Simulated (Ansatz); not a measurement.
Input of an Ansatz 0.2.0 run:

The input input:

```
crystal:
  lattice:
    - [4.12095, 0.0, 0.0]
    - [-2.06047, 3.56885, 0.0]
    - [0.0, 0.0, 2.65479]
  atoms:
    - { symbol: Si, position: [0.33333, 0.66667, 0.5] }
    - { symbol: Si, position: [0.66667, 0.33333, 0.5] }
hamiltonian:
  xc: { exchange: pbesol, correlation: pbesol, exx: { coeff: 0.25 } }
  pseudopotentials: { kind: paw }
kpoints:
  mp_grid: { grid: [4, 4, 5] }
scf:
  occupations: { method: fermi_dirac, width: 0.05 }
output:
  forces: true
  stress: true
  eigenvalues: true
```

Question: Estimate the band gap on the k mesh.

Answer: None (metal or under the smearing width).

Question: What does it give for the pressure?

Answer: -3.8 GPa.

Stress tensor (GPa, compression positive):
```
  0.34   0.00   0.00
  0.00   0.34   0.00
  0.00   0.00 -12.12
```

Caveat: the k mesh is coarse (spacing up to 0.47 Å⁻¹), so the values aren't converged, least of all with exact exchange; the PAW data sets come from PBE, with cores solved anew for the run's functional, which leaves a small shift of forces and pressure; the thresholds are loose for stress.
